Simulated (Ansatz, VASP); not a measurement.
**BiTe in VASP and in Ansatz**

Contents of INCAR:

```
  PREC = Accurate
  ENCUT = 520
  EDIFF = 1E-6
  ISMEAR = 1
  SIGMA = 0.1
  LREAL = F
  LASPH = T
  NELM = 60
  ALGO = Normal
  ISIF = 2
  LWAVE = F
  LCHARG = T
  GGA = PS
  LELF = T
  LVHAR = T
  NBANDS = 18
```

Contents of KPOINTS:

```
regular mesh
0
Gamma
  14 14 14
```

File POSCAR:

```
BiTe
1.0
    0.0000000000      3.2350000000      3.2350000000
    3.2350000000      0.0000000000      3.2350000000
    3.2350000000      3.2350000000      0.0000000000
Bi Te
1 1
Direct
    0.0000000000      0.0000000000      0.0000000000
    0.5000000000      0.5000000000      0.5000000000
```

Input for Ansatz:

```yaml
crystal:
  lattice:
    - [0.0, 3.235, 3.235]
    - [3.235, 0.0, 3.235]
    - [3.235, 3.235, 0.0]
  atoms:
    - { symbol: Bi, position: [0.0, 0.0, 0.0] }
    - { symbol: Te, position: [0.5, 0.5, 0.5] }
basis:
  ecutwfc: 420
kpoints:
  mp_grid: { grid: [14, 14, 14] }
hamiltonian:
  xc: pbesol
scf:
  occupations: { method: cold, width: 0.1 }
output:
  forces: true
  stress: true
  eigenvalues: true
```

Alike in both runs: task single point; functional PBEsol; k mesh 14 × 14 × 14; no spin polarisation.

```csv
,VASP,Ansatz
version,VASP 6.6.1,Ansatz 0.2.0
potentials or method,"VASP PAW PBE potentials, release 64 (Bi_d, Te)","scalar-relativistic, plane waves, PAW"
plane-wave cutoff (eV),520,420
occupations,"methfessel-paxton of order 1, width 0.1 eV","cold, width 0.1 eV"
valence electrons in the cell,21,31
```

|  | VASP | Ansatz | Ansatz less VASP |
| --- | --- | --- | --- |
| gap on the k mesh at the Fermi level (eV) | none | none | - |
| pressure (GPa) | -1.7 | -1.7 | +0.01 |

A gap of «none» marks a metal or a gap that the smearing closes. The two sets of potentials don't hold the same shells in valence.

Caveats: the PAW data sets were made with another functional, which shifts forces and pressure a little (VASP); spin-orbit coupling is left out, which moves the levels of the heavy elements.
